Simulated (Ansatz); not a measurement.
This geometry of a periodic cell of 39 atoms, Al16O23 (host Al2O3, host structure R-3c, one O atom removed), cell charge +2 is a first-order saddle point.

Theory: DFT PBEsol, scalar-relativistic, plane waves, PAW (Ansatz). Settings: PAW set soft_1, cutoff 420 eV, k mesh 2x2x2, gaussian smearing 0.05 eV, no spin polarisation.

```xyz
39
Lattice="-4.7537 -2.7445 4.3242 4.7537 -2.7445 4.3242 0.0000 5.4891 4.3242" Properties=species:S:1:pos:R:3
Al 0.005 0.030 4.631
Al 0.069 0.138 1.985
Al -0.087 -0.048 8.395
Al 0.021 -0.028 11.031
O -0.934 1.370 7.567
O -0.746 -1.577 7.635
O 1.602 0.115 7.478
O 0.933 -1.374 5.404
O 0.734 1.534 5.441
O -1.617 -0.112 5.439
Al 0.069 -2.887 8.825
Al 0.005 -2.778 6.178
Al 0.021 2.769 4.103
Al -0.087 2.788 6.738
O 3.758 1.370 7.567
O -0.731 1.277 3.352
O -3.110 0.117 7.580
O -3.708 -1.374 5.405
O 0.683 -1.332 9.710
O 3.363 -1.375 5.405
Al -2.403 1.399 8.875
Al -2.403 1.342 6.258
Al 2.327 -1.361 3.937
Al 2.328 -1.388 6.873
O 1.487 0.069 3.300
O 1.602 2.625 7.655
O -0.732 -4.026 7.457
O -1.485 -0.018 9.720
O -1.617 -2.637 5.370
O 0.683 4.072 5.423
Al 2.279 1.167 8.806
Al 2.279 1.574 6.327
Al -2.325 -1.403 4.083
Al -2.325 -1.346 6.726
O 1.487 -2.818 7.509
O -3.110 2.623 7.553
O -0.746 -1.172 3.174
O -1.485 2.759 5.413
O 0.734 1.206 9.693
```

**Question.** Which two structures does it join? (They come from a converged band through this point; their orientation in space is the band's.)

**Answer.** Contacts lost: Al11–O20, O20–Al32. Contacts made: Al2–O20, O20–Al31. The atom that moves furthest is O20, by 2.29 Å.

Image 0:

```xyz
39
Lattice="-4.7537 -2.7445 4.3242 4.7537 -2.7445 4.3242 0.0000 5.4891 4.3242" Properties=species:S:1:pos:R:3
Al -0.013 -0.005 4.625
Al 0.200 0.006 2.038
Al -0.088 -0.021 8.421
Al -0.002 -0.022 11.068
O -0.937 1.377 7.565
O -0.712 -1.522 7.566
O 1.539 0.133 7.519
O 1.013 -1.439 5.386
O 0.713 1.498 5.404
O -1.649 -0.104 5.403
Al 0.010 -2.770 8.900
Al 0.008 -2.771 6.232
Al 0.006 2.743 4.071
Al -0.011 2.733 6.737
O 3.784 1.368 7.603
O -0.758 1.231 3.185
O -3.111 0.122 7.567
O -3.825 -1.387 5.399
O 0.707 -1.272 9.725
O 3.107 -0.230 5.422
Al -2.387 1.391 8.878
Al -2.398 1.385 6.254
Al 2.334 -1.275 3.970
Al 2.305 -1.292 6.838
O 1.482 0.100 3.289
O 1.680 2.639 7.623
O -0.735 -4.055 7.618
O -1.471 -0.002 9.729
O -1.638 -2.627 5.407
O 0.716 4.026 5.427
Al 2.262 1.196 8.770
Al 2.378 1.376 6.183
Al -2.366 -1.387 4.064
Al -2.324 -1.313 6.711
O 1.492 -2.769 7.514
O -3.110 2.631 7.566
O -0.709 -1.226 3.205
O -1.477 2.759 5.381
O 0.727 1.242 9.733
```

Image 6:

```xyz
39
Lattice="-4.7537 -2.7445 4.3242 4.7537 -2.7445 4.3242 0.0000 5.4891 4.3242" Properties=species:S:1:pos:R:3
Al 0.011 0.023 4.577
Al 0.014 0.021 1.910
Al -0.007 0.008 8.396
Al 0.010 -0.002 11.063
O -0.933 1.363 7.569
O -0.705 -1.522 7.604
O 1.684 0.101 7.510
O 1.017 -1.310 5.423
O 0.731 1.498 5.400
O -1.634 -0.122 5.402
Al 0.204 -2.755 8.771
Al -0.009 -2.744 6.184
Al 0.002 2.762 4.066
Al -0.084 2.762 6.713
O 3.788 1.373 7.530
O -0.731 1.306 3.191
O -3.106 0.109 7.567
O -3.821 -1.362 5.411
O 0.720 -1.285 9.706
O 3.111 -2.519 5.387
Al -2.394 1.356 8.879
Al -2.383 1.349 6.255
Al 2.309 -1.457 3.971
Al 2.338 -1.474 6.839
O 1.496 0.020 3.295
O 1.543 2.607 7.614
O -0.754 -3.980 7.624
O -1.473 -0.019 9.752
O -1.645 -2.645 5.406
O 0.711 4.013 5.408
Al 2.382 1.365 8.950
Al 2.266 1.544 6.363
Al -2.320 -1.436 4.098
Al -2.362 -1.362 6.745
O 1.486 -2.849 7.520
O -3.107 2.618 7.566
O -0.709 -1.227 3.243
O -1.468 2.742 5.405
O 0.717 1.242 9.729
```

**Question.** How far does it lie above each of them?

**Answer.** 1.08 eV above the first and 1.08 eV above the second. This is the barrier of this one path; another mechanism may lie lower. Limits of this set-up: PAW files made for another functional, charged cell in a uniform background, uncorrected.

Run time: 15 min on 2 threads of Arm Neoverse V1 (shared host), peak memory 1.8 GiB.
